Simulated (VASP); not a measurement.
SiC, 8 atoms in the cell. It takes space group Cmc2_1 (No. 36, orthorhombic). Conventional cell: a = 3.118 Å, b = 5.282 Å, c = 5.051 Å, α = 90.00°, β = 90.00°, γ = 90.00°. Around Si (site symmetry m) lie 4 C at 1.87 to 1.91 Å. C (site symmetry m) is surrounded by 4 Si at 1.87 to 1.91 Å. The cell was built by a generator and isn't the measured one.

```yaml
Program: VASP 6.6.1
Task: relaxation of cell and atoms
Functional: PBE
Potentials_or_basis: VASP PAW PBE potentials, release 64 (Si, C)
Cutoff: 600 eV
k_mesh: 8 × 5 × 5
Occupations: gaussian, width 0.02 eV
Spin: no spin polarisation
Further_INCAR_settings: ALGO = Normal; EDIFF = 1e-07; IBRION = 2; EDIFFG = -0.02; NSW = 60; ISIF = 3
```

Potentials or basis: VASP PAW PBE potentials, release 64 (Si, C).

Launch:

```sh
$ cat potpaw_PBE.64/Si/POTCAR potpaw_PBE.64/C/POTCAR > POTCAR
$ mpirun -np 8 vasp_std > vasp.out
```

Hardware: 8 MPI ranks on Intel(R) Xeon(R) Platinum 8259CL CPU @ 2.50GHz (Skylake/Cascade Lake), with other jobs on the host.

Problem. Estimate the wall time of this run.

Solution. Wall time 53 s on 8 MPI ranks on Intel(R) Xeon(R) Platinum 8259CL CPU @ 2.50GHz (Skylake/Cascade Lake) (shared host), peak memory 0.29 GiB a rank. Counts: scf iterations 45, k points 45, ion steps 5.
